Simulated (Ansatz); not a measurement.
A surface is cut from this relaxed crystal of TiC:

```yaml
crystal:
  lattice:
    - [0.00000, 2.14669, 2.14669]
    - [2.14669, 0.00000, 2.14669]
    - [2.14669, 2.14669, 0.00000]
  atoms:
    - { symbol: Ti, position: [0.00000, 0.00000, 0.00000] }
    - { symbol: C, position: [0.50000, 0.50000, 0.50000] }
```

Miller indices refer to the conventional cell of Fm-3m (No. 225), a = 4.293 Å, b = 4.293 Å, c = 4.293 Å, α = 90.00°, β = 90.00°, γ = 90.00°.

The (111) slab of 10 planes, 11.2 Å thick with 15 Å of vacuum as cut; outer planes Ti (top) and C (bottom).

Theory: DFT PBEsol, scalar-relativistic, plane waves, PAW in Ansatz 0.2.0. Settings: cutoff 420 eV, Γ-centred mesh 12×12×1 on the computed 10-atom cell, Gaussian smearing of 0.10 eV; no spin polarisation. A dipole correction removes the field between periodic images along c.

Results for the relaxed slab:

For the relaxed slab, the surface energy (mean of both faces) is 6.00 J/m². The work function is 4.71 eV (top), 6.68 eV (bottom). The dipole of the slab along +c, per cell is 0.09 e·Å.

Relaxation lowers the energy by 0.287 J/m² a face; the largest move is 0.149 Å.

```
plane (bottom to top) atoms spacing to next, bulk (Å) relaxed (Å) change (%)
                    1      C                      1.239        1.116        -9.9
                    2     Ti                      1.239        1.228        -0.9
                    3      C                      1.239        1.262        +1.8
                    4     Ti                      1.239        1.210        -2.4
                    5      C                      1.239        1.249        +0.8
                    6     Ti                      1.239        1.236        -0.3
                    7      C                      1.239        1.188        -4.1
                    8     Ti                      1.239        1.360        +9.8
                    9      C                      1.239        1.025       -17.3
                   10     Ti
```